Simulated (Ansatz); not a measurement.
Method: DFT PBE, scalar-relativistic, plane waves, PAW in Ansatz 0.2.0. Settings: cutoff 420 eV, Γ-centred meshes spaced at most about 0.3 Å⁻¹, and about 0.25 Å⁻¹ or finer for metals (2π included), Gaussian smearing. No spin polarisation in the final relaxations.

Temperature and zero-point effects are left out.

Two forms of C were relaxed alike.

1. Space group I4/mmm (No. 139), tetragonal, a = 4.379 Å, c = 2.510 Å. Around C lie 4 C at 1.52–1.58 Å.

2. Space group Ia-3d (No. 230), cubic, a = 4.425 Å. Around C lie 3 C at 1.56 Å and 2 C at 1.92 Å.

Question: Which form is favoured at zero pressure, and by what margin per atom?

Answer: Cell 1 is lower, by 1.15 eV/atom. Cell 1 has space group I4/mmm (No. 139), 6.0 Å³/atom and a gap of 2.73 eV on its mesh; cell 2 has space group Ia-3d (No. 230), 5.4 Å³/atom and no gap. Counting all near atoms (those within 1.25 times the shortest such distance or 1.15 times the sum of covalent radii; a plus sign parts nearer from farther groups), cell 1 has C 4 and cell 2 has C 3+2. The lower one is the more open, so pressure narrows the difference. Both come from invented guesses. The part of the Crystallography Open Database at hand lists C in space groups No. 58, 69, 71, 141, 166 and others; no cell shown has one of them.

Kohn–Sham gaps at this level usually fall short of measured ones. Cells relaxed within their symmetry can be saddle points.
